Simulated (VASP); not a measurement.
Input of a VASP 6.6.1 run:

Contents of INCAR:

```
PREC = Accurate
ENCUT = 520
EDIFF = 1E-6
ISMEAR = -1
SIGMA = 0.05
LREAL = False
LASPH = True
NELM = 100
ALGO = Normal
ISIF = 2
LWAVE = False
LCHARG = False
GGA = PE
IVDW = 12
NBANDS = 16
```

The input KPOINTS:

```
Automatic mesh
0
Gamma
  16 16 4
```

File POSCAR:

```
C
1.0
    2.4610000000      0.0000000000      0.0000000000
   -1.2305000000      2.1312885187      0.0000000000
    0.0000000000      0.0000000000      6.9763200000
C
4
Direct
    0.0000000000      0.0000000000      0.2500000000
    0.3333333333      0.6666666667      0.2500000000
    0.0000000000      0.0000000000      0.7500000000
    0.6666666667      0.3333333333      0.7500000000
```

Potentials or basis: VASP PAW PBE potentials, release 64 (C).

Launch:

```sh
$ cat potpaw_PBE.64/C/POTCAR > POTCAR
$ mpirun -np 1 vasp_std > vasp.out
```

Question: Estimate the pressure.

Answer: 1.5 GPa.

Question: What does it give for the band gap on the k mesh?

Answer: 0.68 eV, direct.

Question: Predict the dispersion energy per atom.

Answer: -0.149 eV.

Stress tensor (GPa, compression positive):
```
 2.79  0.00  0.00
 0.00  2.79  0.00
 0.00  0.00 -0.97
```

A k mesh can miss the band edges. PBE gaps usually lie below the measured ones, often by a third to a half.
